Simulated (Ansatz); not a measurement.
# AlRu: the cost of one run

Computed with Ansatz 0.2.0 (DFT PBEsol, scalar-relativistic, plane waves, PAW, unless a step's input says otherwise).

### 1 Starting point

It takes space group Pm-3m (No. 221, cubic). Conventional cell: a = 2.992 Å, b = 2.992 Å, c = 2.992 Å, α = 90.00°, β = 90.00°, γ = 90.00°. Al (site symmetry m-3m) has 8 Ru at 2.59 Å in its first shell of neighbours. Ru (site symmetry m-3m) is surrounded by 8 Al at 2.59 Å.

Structure file:

```
CELL_PARAMETERS angstrom
2.99160 0.00000 0.00000
0.00000 2.99160 0.00000
0.00000 0.00000 2.99160
ATOMIC_POSITIONS crystal
Al 0.00000 0.00000 0.00000
Ru 0.50000 0.50000 0.50000
```

No relaxation comes first: the listed cell is the starting point.

### 2 The reference cell

The reference gives a free energy of -6342.3096 eV, pressure -3.23 GPa, largest force 0.000 eV/Å and gap on the mesh none (metal). It was computed beforehand with the settings of the runs below.

### 3 Next: energy and stress against strain

The cell is strained by ε times the Voigt pattern (1, 0, 0, 0, 0, 0) (xx, yy, zz, yz, xz, xy; engineering shear), with fractional coordinates fixed (clamped ions). The stress on the pattern is the sum of the stress components weighted by it, tension positive.

### 4 Point ε = -0.0400

Contents of input.yaml:

```yaml
crystal:
  lattice:
    - [2.871936, 0.0, 0.0]
    - [0.0, 2.9916, 0.0]
    - [0.0, 0.0, 2.9916]
  atoms:
    - { symbol: Al, position: [0.0, 0.0, 0.0] }
    - { symbol: Ru, position: [0.5, 0.5, 0.5] }
basis:
  ecutwfc: 420
kpoints:
  mp_grid: { grid: [16, 16, 16] }
hamiltonian:
  xc: pbesol
scf:
  occupations: { method: gaussian, width: 0.15 }
output:
  forces: true
  stress: true
  eigenvalues: true
```

Started as:

```sh
ansatz run input.yaml --threads 1 --pin off --max-ram 2560MiB --backend cpu --events-out ev --progress --plain --runs-dir out
```

**Question.** How long does this run take on 1 thread of Intel Xeon at 2.50GHz (Skylake/Cascade Lake), shared host, and how much memory does it need?

About 17 s, with a peak of 0.43 GiB.
